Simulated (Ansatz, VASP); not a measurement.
# Y, level by level in two programs

```
Y
1.0
     3.64740    0.00000    0.00000
    -1.82370    3.15874    0.00000
     0.00000    0.00000    5.73060
Y
2
Direct
  0.66667 0.33333 0.75000
  0.33333 0.66667 0.25000
```

Single points on this cell with VASP 6.6.1 and Ansatz 0.2.0. Each row is one pair of runs. Alike in all rows: spin: off; k mesh: 8 × 8 × 5; smearing: fermi-dirac, width 0.05 eV; VASP's potentials, cutoff: VASP PAW PBE potentials, release 64 (Y_sv), 520 eV.

```tsv
level	Ansatz's potentials, cutoff	gap on the k mesh at the Fermi level (eV), VASP	gap on the k mesh at the Fermi level (eV), Ansatz	pressure (GPa), VASP	pressure (GPa), Ansatz	largest component of the traceless stress (GPa), VASP	largest component of the traceless stress (GPa), Ansatz
PBE	Ansatz PAW, 420 eV	none	none	-0.2	-0.1	0.28	0.28
PBE	Ansatz PAW earlier set, 480 eV	none	none	-0.2	-0.1	0.28	0.28
PBE	JTH PAW, 900 eV	none	none	-0.2	-0.1	0.28	0.28
PBE	SPMS NC, 435 eV	none	none	-0.2	-0.1	0.28	0.27
PBE	PseudoDojo standard (PBE files), 980 eV	none	none	-0.2	-0.1	0.28	0.28
PBE	PseudoDojo stringent (PBE files), 980 eV	none	none	-0.2	-0.1	0.28	0.28
PBE	Ansatz NC, 980 eV	none	none	-0.2	-0.1	0.28	0.28
```

Pressure (GPa): the two programs differ by at most 0.13; largest component of the traceless stress (GPa): the two programs differ by at most 0.004.

A gap of «none» marks a metal or a gap that the smearing closes.
